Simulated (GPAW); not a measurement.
# Li2O (Fm-3m) in GPAW: notebook

Runs on Li2O. Level: RPBE. Tasks: single point.

All numbers are computed with GPAW 26.7.0; they aren't measurements. Logs are shortened: lines on timing, memory, paths and dates and some standing lists are left out, and cuts for length are marked. The log counts tension as positive stress, the text compression.

### Step 1. The structure

It takes space group Fm-3m (No. 225, cubic). Conventional cell: a = 4.654 Å, b = 4.654 Å, c = 4.654 Å, α = 90.00°, β = 90.00°, γ = 90.00°. O (site symmetry m-3m) has 8 Li at 2.02 Å as nearest neighbours. Li (site symmetry -43m) is surrounded by 4 O at 2.02 Å.

The cell comes from a database or a generator and needn't be the stable form of this composition.

### Step 2. Single point, RPBE

run.py

```python
from ase.dft.bandgap import bandgap
from ase.io import read, write
from ase.units import GPa
from gpaw import GPAW, PW

atoms = read('Li2O.xyz')

calc = GPAW(mode=PW(800),
            xc='RPBE',
            kpts={'size': (10, 10, 10), 'gamma': True},
            occupations={'name': 'methfessel-paxton', 'order': 0, 'width': 0.02},
            nbands=12,
            convergence={'density': 1e-05, 'energy': 1e-05},
            maxiter=150,
            txt='gpaw.txt')
atoms.calc = calc
energy = atoms.get_potential_energy()
forces = atoms.get_forces()
stress = atoms.get_stress()
calc.write('gs.gpw')
write('result.traj', atoms)
print(f'Energy: {energy:.6f} eV')
print('Forces (eV/A):')
print(forces.round(4))
print('Stress (GPa):', (stress / GPa).round(3))
print('Fermi level:', round(calc.get_fermi_level(), 4), 'eV')
print(f'Gap: {bandgap(calc)[0]:.4f} eV, direct: {bandgap(calc, direct=True)[0]:.4f} eV')
```

Li2O.xyz

```xyz
3
Lattice="0.0000000000 2.3268543819 2.3268543819 2.3268543819 0.0000000000 2.3268543819 2.3268543819 2.3268543819 0.0000000000" Properties=species:S:1:pos:R:3 pbc="T T T"
O      0.0000000000      0.0000000000      0.0000000000
Li     1.1634271910      1.1634271910      1.1634271910
Li     3.4902815728      3.4902815728      3.4902815728
```

Potentials or basis: the program's PAW data sets (release 1.2.1) made for this functional, pw.

On the command line:

```sh
OMP_NUM_THREADS=1 python run.py
```

gpaw.txt:

```text
__  _  _
 | _ |_)|_||  |
 |__||  | ||/\| - 26.7.0

Input parameters:
  mode=PW(ecut=800.0),
  convergence={'density': 1e-05, 'energy': 1e-05},
  kpts=MonkhorstPack(size=(10, 10, 10), gamma=True),
  maxiter=150,
  nbands=12,
  occupations=Occupations(name='methfessel-paxton', order=0, width=0.02),
  xc=XC(name='RPBE')

Diagonalizing LCAO Hamiltonian
Converting LCAO to pw mode

                  Li

           Li

       O

Atoms  # Å, Bohr magnetons
|   | symbol |        x |        y |        z |    initial magnetic moments |
|---|--------|----------|----------|----------|-----------------------------|
| 0 |      O | 0.000000 | 0.000000 | 0.000000 | ( 0.0000,  0.0000,  0.0000) |
| 1 |     Li | 1.163427 | 1.163427 | 1.163427 | ( 0.0000,  0.0000,  0.0000) |
| 2 |     Li | 3.490282 | 3.490282 | 3.490282 | ( 0.0000,  0.0000,  0.0000) |

Unit cell  # Å
| periodic |        x |        y |        z |  lengths |    angles |
|----------|----------|----------|----------|----------|-----------|
|      yes | 0.000000 | 2.326854 | 2.326854 | 3.290669 | 60.000000 |
|      yes | 2.326854 | 0.000000 | 2.326854 | 3.290669 | 60.000000 |
|      yes | 2.326854 | 2.326854 | 0.000000 | 3.290669 | 60.000000 |

Number of symmetries: 48
Symmetry operations  # r_c * U_cc + t_c -> r_c
|    | kind |            matrix            |
|----|------|------------------------------|
|  0 |  σ   |  1, 0, 0,  1, 0,-1,  1,-1, 0 |
|  1 |  C2  |  1, 0, 0,  1,-1, 0,  1, 0,-1 |
|  2 |  E   |  1, 0, 0,  0, 1, 0,  0, 0, 1 |
|  3 |  σ   |  1, 0, 0,  0, 0, 1,  0, 1, 0 |
|  4 |  C4  |  1, 0,-1,  1, 0, 0,  1,-1, 0 |
|  5 |  S6  |  1, 0,-1,  1,-1, 0,  1, 0, 0 |
|  6 |  σ   |  1, 0,-1,  0, 1,-1,  0, 0,-1 |
|  7 |  C3  |  1, 0,-1,  0, 0,-1,  0, 1,-1 |
|  8 |  S6  |  1,-1, 0,  1, 0, 0,  1, 0,-1 |
|  9 |  C4  |  1,-1, 0,  1, 0,-1,  1, 0, 0 |
| 10 |  C3  |  1,-1, 0,  0,-1, 1,  0,-1, 0 |
| 11 |  σ   |  1,-1, 0,  0,-1, 0,  0,-1, 1 |
| 12 |  σ   |  0, 1, 0,  1, 0, 0,  0, 0, 1 |
| 13 |  C4  |  0, 1, 0,  0, 1,-1, -1, 1, 0 |
| 14 |  C3  |  0, 1, 0,  0, 0, 1,  1, 0, 0 |
| 15 |  S6  |  0, 1, 0, -1, 1, 0,  0, 1,-1 |
| 16 |  C2  |  0, 1,-1,  1, 0,-1,  0, 0,-1 |
| 17 |  σ   |  0, 1,-1,  0, 1, 0, -1, 1, 0 |
| 18 |  S4  |  0, 1,-1,  0, 0,-1,  1, 0,-1 |
| 19 |  C4  |  0, 1,-1, -1, 1, 0,  0, 1, 0 |
| 20 |  C3  |  0, 0, 1,  1, 0, 0,  0, 1, 0 |
| 21 |  σ   |  0, 0, 1,  0, 1, 0,  1, 0, 0 |
| 22 |  S6  |  0, 0, 1,  0,-1, 1, -1, 0, 1 |
| 23 |  C4  |  0, 0, 1, -1, 0, 1,  0,-1, 1 |
| 24 |  S4  |  0, 0,-1,  1, 0,-1,  0, 1,-1 |
| 25 |  C3  |  0, 0,-1,  0, 1,-1,  1, 0,-1 |
| 26 |  C2  |  0, 0,-1,  0,-1, 0, -1, 0, 0 |
| 27 |  S6  |  0, 0,-1, -1, 0, 0,  0,-1, 0 |
| 28 |  S4  |  0,-1, 1,  1,-1, 0,  0,-1, 0 |
| 29 |  C4  |  0,-1, 1,  0, 0, 1, -1, 0, 1 |
| 30 |  C2  |  0,-1, 1,  0,-1, 0,  1,-1, 0 |
| 31 |  σ   |  0,-1, 1, -1, 0, 1,  0, 0, 1 |
| 32 |  C3  |  0,-1, 0,  1,-1, 0,  0,-1, 1 |
| 33 |  S6  |  0,-1, 0,  0, 0,-1, -1, 0, 0 |
| 34 |  S4  |  0,-1, 0,  0,-1, 1,  1,-1, 0 |
| 35 |  C2  |  0,-1, 0, -1, 0, 0,  0, 0,-1 |
| 36 |  C2  | -1, 1, 0,  0, 1, 0,  0, 1,-1 |
| 37 |  S6  | -1, 1, 0,  0, 1,-1,  0, 1, 0 |
| 38 |  S4  | -1, 1, 0, -1, 0, 1, -1, 0, 0 |
| 39 |  C3  | -1, 1, 0, -1, 0, 0, -1, 0, 1 |
| 40 |  S6  | -1, 0, 1,  0, 0, 1,  0,-1, 1 |
| 41 |  C2  | -1, 0, 1,  0,-1, 1,  0, 0, 1 |
| 42 |  C3  | -1, 0, 1, -1, 1, 0, -1, 0, 0 |
| 43 |  S4  | -1, 0, 1, -1, 0, 0, -1, 1, 0 |
| 44 |  C2  | -1, 0, 0,  0, 0,-1,  0,-1, 0 |
| 45 |  i   | -1, 0, 0,  0,-1, 0,  0, 0,-1 |
| 46 |  σ   | -1, 0, 0, -1, 1, 0, -1, 0, 1 |
| 47 |  C2  | -1, 0, 0, -1, 0, 1, -1, 1, 0 |

BZ-sampling:
  Number of BZ points: 1000
  Number of IBZ points: 47

  Monkhorst-Pack size: [10, 10, 10]
  Monkhorst-Pack shift: [0.05, 0.05, 0.05]

K-points  # in reciprocal-cell coordinates
|     |                                coordinates |     weight |
|-----|--------------------------------------------|------------|
|   0 | (  0.00000000,   0.00000000,   0.00000000) | 0.00100000 |
|   1 | (  0.10000000,   0.10000000,   0.00000000) | 0.00600000 |
|   2 | (  0.10000000,   0.10000000,   0.10000000) | 0.00800000 |
|   3 | (  0.20000000,   0.10000000,   0.10000000) | 0.01200000 |
|   4 | (  0.20000000,   0.20000000,   0.00000000) | 0.00600000 |
|   5 | (  0.20000000,   0.20000000,   0.10000000) | 0.02400000 |
|   6 | (  0.20000000,   0.20000000,   0.20000000) | 0.00800000 |
|   7 | (  0.30000000,   0.20000000,   0.10000000) | 0.02400000 |
|   8 | (  0.30000000,   0.20000000,   0.20000000) | 0.02400000 |
|   9 | (  0.30000000,   0.30000000,   0.00000000) | 0.00600000 |
| ... |                                            |            |
|  46 | (  0.50000000,   0.50000000,   0.50000000) | 0.00400000 |

Plane wave coefficients: 1308
Cutoff: 800.0 eV

Spin-components: 1 (collinear spins)
Bands:           12
Projectors:      11
Spin-degeneracy: 2
Datatype:        complex128

Parallelization:
  kpt:    1
  domain: 1
  band:   1

Density:
  Valence electrons: 8.0
  Components: 1
  Grid points: [24 24 24]
  Charge: 0.0  # |e|

Potential:
  Grid points: [24 24 24]

species:
  O:
    name:    Oxygen
    Z:       8.0
    valence: 6
    core:    2
    charge:  0.0  # [|e|]
    compensation charges:
      type: gauss
      rc: 0.21  # [Å]
      lmax: 2
    cutoffs:
      filter: 1.17  # [Å]
      core: 0.83  # [Å]
    projectors
    | kind |    occ | energy [eV] | rcut [Å] |
    |------|--------|-------------|----------|
    |   2s |  2.000 |     -24.041 |    0.688 |
    |   2p |  4.000 |      -8.984 |    0.598 |
    |    s |        |       3.170 |    0.688 |
    |    p |        |      18.228 |    0.598 |
    |    d |        |       0.000 |    0.619 |

    Using partial waves for O as LCAO basis

  Li:
    name:    Lithium
    Z:       3.0
    valence: 1
    core:    2
    charge:  0.0  # [|e|]
    compensation charges:
      type: gauss
      rc: 0.33  # [Å]
      lmax: 2
    cutoffs:
      filter: 1.91  # [Å]
      core: 2.55  # [Å]
    projectors
    | kind |    occ | energy [eV] | rcut [Å] |
    |------|--------|-------------|----------|
    |   2s |  1.000 |      -2.901 |    1.058 |
    |   2p |  0.000 |      -1.114 |    1.058 |
    |    s |        |      24.311 |    1.058 |

    Using partial waves for Li as LCAO basis

Reference energy: -2450.278230  # eV

eigensolver:
  PPCG
  Converge bands: occupied
  niter=2

density mixing:
  MSR1-Mixer
  Pratt-step length: 0.05
  Maximum mixing coefficient: 0.75
  Old densities: 10
  SVD Regularization: 0.005
  Good broyden scale: 1.0
  Trust region scale: 1.0
  Backstep threshold: 4.0
  History deletion threshold: 6.0
  Fourier metric: weight=20.0, sigma=0.015

occupation numbers:
  Methfessel-Paxton:
    width: 0.0200  # eV
    order: 0

poisson solver:
  ecut: 6400.0  # eV

xc functional:
  name: RPBE with 2 nearest neighbor stencil

convergence criteria:
- Maximum integral of absolute [dens]ity change: 1e-05 electrons / valence electron
- Maximum [total energy] change in last 3 cyles: 1e-05 eV / valence electron
- Maximum integral of absolute [eigenst]ate change: 4e-08 eV^2 / valence electron
maximum number of iterations: 150

SCF iterations
|iter     | |      energy | eigst |  dens |
|---------|-|-------------|-------|-------|
|iter:   1| |  -14.586121 | -0.15 |       |
|iter:   2| |  -14.349155 | -2.58 | -0.75 |
|iter:   3| |  -13.693520 | -1.54 | -0.80 |
|iter:   4| |  -13.697975 | -3.00 | -1.23 |
|iter:   5| |  -13.712645 | -2.83 | -1.50 |
|iter:   6| |  -13.712864 | -5.32 | -2.56 |
|iter:   7| |  -13.712932 | -5.48 | -2.91 |
|iter:   8| |  -13.712933c| -7.85c| -4.01 |
|iter:   9| |  -13.712933c| -8.00c| -4.39 |
|iter:  10| |  -13.712933c| -9.07c| -5.65c|

Converged in 10 steps
Energy contributions relative to reference atoms: (reference = -2450.278230)

Energy contributions:
  Kinetic:          16.294272
  Coulomb:         -14.876868
  Zero:              0.252557
  External:          0.000000
  Xc:              -15.382894
  Entropy:           0.000000
  Spinorbit:         0.000000
  ----------------------------
  Free energy:     -13.712933
  Extrapolated:    -13.712933

dipole moment: (-13.061167, -13.061167, -13.061167)  # |e|*Ang

Fermi level: 2.910
Eigenvalues  # (at kpt = [0.000, 0.000, 0.000])
| band index |      eig [eV] | occ [0-2] |
|------------|---------------|-----------|
|          0 |       -14.103 |     2.000 |
|          1 |         1.414 |     2.000 |
|          2 |         1.414 |     2.000 |
|          3 |         1.414 |     2.000 |
|          4 |         6.602 |     0.000 |
|          5 |        13.472 |     0.000 |
|          6 |        13.472 |     0.000 |
|          7 |        13.472 |     0.000 |
|          8 |        20.462 |     0.000 |
|          9 |        20.462 |     0.000 |
|         10 |        20.462 |     0.000 |
|         11 |        28.755 |     0.000 |

Gap: 5.054 eV
Transition (v -> c):
  (s=0, k=0, n=3, [0.00, 0.00, 0.00]) -> (s=0, k=41, n=4, [0.50, 0.50, 0.00])
Direct/indirect transitions are different
Direct gap: 5.188 eV
Transition at: (s=0, k=0, n=3, [0.00, 0.00, 0.00])

Forces  # eV/Ang
|       x |       y |       z |
|---------|---------|---------|
| 0.00000 | 0.00000 | 0.00000 |  # O    0
| 0.00000 | 0.00000 | 0.00000 |  # Li   1
| 0.00000 | 0.00000 | 0.00000 |  # Li   2

Stress tensor  # eV/Ang^3
|         x |         y |         z |
|-----------|-----------|-----------|
| -0.028521 | -0.000000 | -0.000000 |
| -0.000000 | -0.028521 | -0.000000 |
| -0.000000 | -0.000000 | -0.028521 |

# Writing to gs.gpw (mode='')
```

Run time: 15 s. Hardware: 1 thread of Arm Neoverse V2, shared host; peak memory 0.16 GiB.

What came out:

```
Free energy            : -13.7129 eV
Pressure               : 4.6 GPa
Band gap on the k mesh : 5.05 eV, indirect (least direct gap 5.19 eV)
```

Levels at points of the mesh, in eV from the valence-band top:
```
           k point  band 1  band 2  band 3  band 4  band 5  band 6  band 7  band 8
(0.00, 0.00, 0.00)  -15.52    0.00    0.00    0.00    5.19   12.06   12.06   12.06
(0.50, 0.50, 0.00)  -15.22   -1.57   -1.33   -1.33    5.05   13.55   13.55   14.59
(0.50, 0.50, 0.50)  -15.27   -2.69   -0.43   -0.43    9.16    9.75   12.16   12.16
```

### Step 3. Single point, RPBE

run.py: that of step 2 with these lines changed.

```diff
@@ -5,3 +5,3 @@
 
-atoms = read('Li2O.xyz')
+atoms = read('POSCAR')
 
@@ -10,3 +10,3 @@
             kpts={'size': (10, 10, 10), 'gamma': True},
-            occupations={'name': 'methfessel-paxton', 'order': 0, 'width': 0.02},
+            occupations={'name': 'methfessel-paxton', 'order': 0, 'width': 0.1},
             nbands=12,
```

POSCAR

```
Li2O
1.0
    0.0000000000      2.3268543819      2.3268543819
    2.3268543819      0.0000000000      2.3268543819
    2.3268543819      2.3268543819      0.0000000000
O Li
1 2
Direct
    0.0000000000      0.0000000000      0.0000000000
    0.2500000000      0.2500000000      0.2500000000
    0.7500000000      0.7500000000      0.7500000000
```

Potentials or basis: the program's PAW data sets (release 1.2.1) made for this functional, pw.

On the command line:

```sh
OMP_NUM_THREADS=1 python run.py
```

Run time: 15 s. Hardware: 1 thread of Arm Neoverse V2, shared host; peak memory 0.16 GiB.

The run converged. Its results:

```
Free energy            : -13.7129 eV
Pressure               : 4.6 GPa
Band gap on the k mesh : 5.05 eV, indirect (least direct gap 5.19 eV)
```

Levels at points of the mesh, in eV from the valence-band top:
```csv
k point,band 1,band 2,band 3,band 4,band 5,band 6,band 7,band 8
"(0.00, 0.00, 0.00)",-15.52,0.00,0.00,0.00,5.19,12.06,12.06,12.06
"(0.50, 0.50, 0.00)",-15.22,-1.57,-1.33,-1.33,5.05,13.55,13.55,14.59
"(0.50, 0.50, 0.50)",-15.27,-2.69,-0.43,-0.43,9.16,9.75,12.16,12.16
```
